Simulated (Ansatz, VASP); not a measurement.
**Two plane-wave programs on Ga**

File POSCAR:

```
Ga
1.0
   -1.7208731548      1.7208731548      1.7208731548
    1.7208731548     -1.7208731548      1.7208731548
    1.7208731548      1.7208731548     -1.7208731548
Ga
1
Direct
    0.0000000000      0.0000000000      0.0000000000
```

Contents of INCAR.step1:

```
  PREC = Accurate
  ENCUT = 520
  ISMEAR = -1
  SIGMA = 0.1
  LREAL = False
  LASPH = True
  NELM = 80
  NBANDS = 12
  GGA = PE
  ALGO = Normal
  EDIFF = 1E-4
  LWAVE = True
  LCHARG = False
```

INCAR.step2

```
  PREC = Accurate
  ENCUT = 520
  EDIFF = 1E-6
  ISMEAR = -1
  SIGMA = 0.1
  LREAL = False
  LASPH = True
  NELM = 80
  ALGO = Normal
  ISIF = 2
  LWAVE = False
  LCHARG = False
  METAGGA = R2SCAN
  LMIXTAU = True
  NBANDS = 12
  ISTART = 1
```

KPOINTS

```
Automatic mesh
0
Gamma
  15 15 15
```

Input for Ansatz:

```yaml
crystal:
  lattice:
    - [-1.7208731548, 1.7208731548, 1.7208731548]
    - [1.7208731548, -1.7208731548, 1.7208731548]
    - [1.7208731548, 1.7208731548, -1.7208731548]
  atoms:
    - { symbol: Ga, position: [0.0, 0.0, 0.0] }
hamiltonian:
  xc: r2scan
  pseudopotentials:
    kind: paw
    azcp:
      Ga: "pseudopotentials/Ga.paw.azcp"
basis:
  ecutwfc: 500
  fft_grid_basis: typed
kpoints:
  mp_grid: { grid: [15, 15, 15], shift: [0, 0, 0] }
magnetization:
  spin_polarized: false
scf:
  occupations: { method: fermi_dirac, width: 0.1 }
  lower_state_search: "off"
output:
  stress: true
```

Alike in both runs: task single point; functional r2SCAN; k mesh 15 × 15 × 15; occupations fermi-dirac, width 0.1 eV; no spin polarisation.

```csv
,VASP,Ansatz
version,VASP 6.6.1,Ansatz 0.2.0
potentials or method,"VASP PAW PBE potentials, release 64 (Ga_d)","plane waves (500 eV) with PAW, scalar-relativistic"
plane-wave cutoff (eV),520,500
valence electrons in the cell,13,13
```

```tsv
	VASP	Ansatz	Ansatz less VASP
pressure (GPa)	-4.9	-4.9	-0.03
```

Caveats: the PAW data sets were made with another functional, which shifts forces and pressure a little (VASP).
